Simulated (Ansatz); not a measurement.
Crystal: SnTe.

```xyz
2
Lattice="3.9047 0.0000 0.0000 0.0000 3.9047 0.0000 0.0000 0.0000 3.9047" Properties=species:S:1:pos:R:3 pbc="T T T"
Te    1.9524    1.9524    1.9524
Sn    0.0000    0.0000    0.0000
```

Measurements of this composition are mostly on another form, of space group No. 225.

Base run:

- Program: Ansatz 0.2.0
- Functional: PBE
- Potentials or basis: Ansatz PAW
- Cutoff: 420 eV (not typed: the program's choice for these potentials)
- k mesh: 7 × 7 × 7
- Occupations: fermi-dirac, width 0.05 eV
- Spin: no spin polarisation

Its results: band gap on the k mesh none (metal or under the smearing width); pressure -1.0 GPa.

**Question.** The run is repeated on the same cell with these changes: k mesh from 7 × 7 × 7 to 5 × 5 × 5; spin from no spin polarisation to spin-orbit coupling, no magnetisation; potential files from those of the base run to others of the same set. What comes out?

**Answer.** Band gap on the k mesh none (metal or under the smearing width); pressure -0.4 GPa.

Several settings changed at once, so the effect can't be laid on one alone.

Caveats: spin-orbit coupling is left out, which moves the levels of the heavy elements (some runs).
